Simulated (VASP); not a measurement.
# ZnSe in VASP: how settings move the PBE single point

Aim: see what changed inputs do to the PBE single point of ZnSe in the zincblende structure, under -1.5 % equal strain in all directions.

The runs shown are made with VASP 6.6.1. PAW datasets, plane waves. Computed at 0 K without zero-point motion; spin polarisation is off.

## Step 1: The cell

The cell comes from an earlier relaxation with r2SCAN in another program.

The symmetry is F-43m (No. 216, cubic); a = 5.580 Å in the conventional setting, 21.72 Å³ an atom. Around Zn lie 4 Se at 2.42 Å; around Se lie 4 Zn at 2.42 Å.

The structure in full:

```cif
data_structure
_symmetry_space_group_name_H-M 'P 1'
_symmetry_Int_Tables_number 1
_cell_length_a 3.9456
_cell_length_b 3.9456
_cell_length_c 3.9456
_cell_angle_alpha 60.000
_cell_angle_beta 60.000
_cell_angle_gamma 60.000
_cell_volume 43.43
loop_
_atom_site_label
_atom_site_type_symbol
_atom_site_fract_x
_atom_site_fract_y
_atom_site_fract_z
_atom_site_occupancy
Zn1 Zn 0.00000 0.00000 0.00000 1
Se1 Se 0.25000 0.25000 0.25000 1
```

## Step 2: Baseline

Input file INCAR:

```
ENCUT = 520.000000
SIGMA = 0.020000
EDIFF = 1.00e-07
GGA = PE
PREC = Accurate
IBRION = -1
ISIF = 2
ISMEAR = -1
NBANDS = 16
NELM = 120
NSW = 0
LASPH = .TRUE.
LCHARG = .FALSE.
LWAVE = .FALSE.
LREAL = .FALSE.
```

Input file KPOINTS:

```
KPOINTS created by Atomic Simulation Environment
0
Gamma
8 8 8
0 0 0
```

Input file POSCAR:

```
Zn Se
 1.0000000000000000
     0.0000000000000000    2.7899343746000000    2.7899343746000000
     2.7899343746000000    0.0000000000000000    2.7899343746000000
     2.7899343746000000    2.7899343746000000    0.0000000000000000
 Zn  Se
   1   1
Cartesian
  0.0000000000000000  0.0000000000000000  0.0000000000000000
  1.3949671873000000  1.3949671873000000  1.3949671873000000
```

A file KPOINTS_OPT adds named points for the levels; it doesn't enter the self-consistent loop.

Potentials: the recommended PBE PAW datasets, 18 valence electrons.

Launch:

```
mpirun -np 1 vasp_std
```

## Step 3: Altered input 1

Input file INCAR:

```
EDIFF = 1.00e-07
GGA = PE
PREC = Accurate
IBRION = -1
ISIF = 2
NBANDS = 16
NSW = 0
LASPH = .TRUE.
LCHARG = .FALSE.
LWAVE = .FALSE.
LREAL = .FALSE.
ADDGRID = .TRUE.
ISMEAR = 1
SIGMA = 0.2
ENCUT = 450
NELM = 65
```

KPOINTS is that of step 2.

POSCAR is that of step 2.

## Step 4: Altered input 2

Changes to INCAR since step 2:

```diff
@@ -4,3 +4,2 @@
 GGA = PE
-PREC = Accurate
 IBRION = -1
@@ -15 +14,2 @@
 LREAL = .FALSE.
+PREC = Single
```

KPOINTS is that of step 2.

POSCAR is that of step 2.

## Step 5: Altered input 3

Input file INCAR:

```
SIGMA = 0.020000
EDIFF = 1.00e-07
GGA = PE
PREC = Accurate
IBRION = -1
ISIF = 2
ISMEAR = -1
NBANDS = 16
NSW = 0
LASPH = .TRUE.
LCHARG = .FALSE.
LWAVE = .FALSE.
LREAL = .FALSE.
ENCUT = 200
LDAU = .TRUE.
LDAUTYPE = 2
LDAUL = 2 -1
LDAUU = 8.0 0
LDAUJ = 0 0
LMAXMIX = 4
NELM = 94
```

Input file KPOINTS:

```
KPOINTS created by Atomic Simulation Environment
0
Gamma
5 5 5
0 0 0
```

POSCAR is that of step 2.

What does the calculation give? Wanted: for each run, changed; ending; energy change; pressure; electronic steps; usable.

**Answer**, as computed:

| run | changed | ending | energy change (meV/atom) | pressure (GPa) | gap on the mesh (eV; negative: overlap) | electronic steps | time | usable |
| --- | --- | --- | --- | --- | --- | --- | --- | --- |
| ref. | – | converged | 0 | 5.8 | 1.48 | 14 | 23 s | yes |
| 1 | ADDGRID = .TRUE., ISMEAR = 1, SIGMA = 0.2, ENCUT = 450, NELM = 65 | converged | 0.3 | 5.7 | 1.48 | 14 | 27 s | no |
| 2 | PREC = Single | converged | -0.4 | 5.8 | 1.48 | 14 | 19 s | yes |
| 3 | ENCUT = 200, LDAU = .TRUE., LDAUTYPE = 2, LDAUL = 2 -1, LDAUU = 8.0 0, LDAUJ = 0 0, LMAXMIX = 4, NELM = 94, mesh 5×5×5 | converged | – | -23.3 | 1.90 | 14 | 4.3 s | no |

What this shows: Of 3 altered inputs, 2 ended normally on a faulty or unsound input, 1 gave usable results. «PREC = Single» moves the energy by -0.4 meV/atom.
